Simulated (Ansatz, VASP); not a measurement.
**Two plane-wave programs on KBr**

```xyz
2
Lattice="0.0000 3.3913 3.3913 3.3913 0.0000 3.3913 3.3913 3.3913 0.0000" Properties=species:S:1:pos:R:3 pbc="T T T"
K     0.0000    0.0000    0.0000
Br    3.3913    3.3913    3.3913
```

Change from the starting cell: strain +0.030 along x and y, +0.030 along z, atoms carried along.

Alike in both runs: task single point; functional PBE; k mesh 6 × 6 × 6; occupations gaussian, width 0.05 eV; no spin polarisation.

```csv
,VASP,Ansatz
version,VASP 6.6.1,Ansatz 0.2.0
potentials or method,"VASP PAW PBE potentials, release 64 (K_sv, Br)","scalar-relativistic, plane waves, PAW"
plane-wave cutoff (eV),520,420
valence electrons in the cell,16,16
```

```csv
,VASP,Ansatz,Ansatz less VASP
gap on the k mesh at the Fermi level (eV),4.22,4.23,+0.001
least direct gap on the mesh (eV),4.22,4.23,+0.001
pressure (GPa),-0.4,-0.4,-0.02
```

With one functional, cell and mesh, what is left measures potentials, basis and numerics.
